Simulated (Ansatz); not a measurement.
## ZnCu2SnSe4: pressure against volume

A database entry relaxed whole under r2SCAN (I-42m):

```xyz
8
Lattice="-2.8443 2.8443 5.7103 2.8443 -2.8443 5.7103 2.8443 2.8443 -5.7103" Properties=species:S:1:pos:R:3 pbc="T T T"
Zn    0.0000    0.0000    0.0000
Cu    0.0000    2.8443    2.8552
Cu    2.8443    0.0000    2.8552
Sn    0.0000    0.0000    5.7103
Se    1.4730    1.4730    4.1772
Se    1.4730   -1.4730    7.2434
Se    1.3713    1.3713   -1.5331
Se   -1.4730    1.4730    7.2434
```

The cell was scaled uniformly, its shape held, and the atoms relaxed at each volume with plane-wave PAW DFT (Ansatz 0.2.0; r2SCAN, 500 eV, 8×8×8 Γ-centred mesh, fermi-dirac occupations of width 0.100 eV; no spin, no spin-orbit coupling). One row is withheld.

| volume (Å³/atom) | energy over the lowest (meV/atom) | pressure (GPa) |
| --- | --- | --- |
| 21.713 | 18.6 | 4.62 |
| 22.175 | 7.9 | 2.90 |
| 22.637 | 1.9 | 1.37 |
| 23.099 | 0.0 | 0.01 |
| 23.561 | ? | ? |
| 24.023 | 7.0 | -2.27 |
| 24.485 | 15.1 | -3.23 |

Problem. Fit the pressures of the other rows to the third-order Birch-Murnaghan form.

Solution. With f = [(V₀/V)^(2/3) − 1]/2 and P = 3B₀f(1 + 2f)^(5/2)[1 + 3(B₀′ − 4)f/2], least squares gives V₀ = 23.10 Å³ an atom, B₀ = 64 GPa and B₀′ = 4.8; the rows miss the fit by less than 0.01 GPa. The slope of the energies differs from these pressures by 0.06 GPa, since they are taken to zero smearing while pressures follow the free energy.

Problem. What does the withheld row hold?

Solution. The fit gives -1.20 GPa at 23.561 Å³; the run gave -1.20 GPa and 1.9 meV an atom.

Caveats: the shape of the cell was held, so B₀ is an upper bound where the axes differ in stiffness; 0 K, fixed nuclei; the symmetry was kept, and this need not be the phase that is stable at 0 K; one mesh for all volumes; pressure is positive in compression.
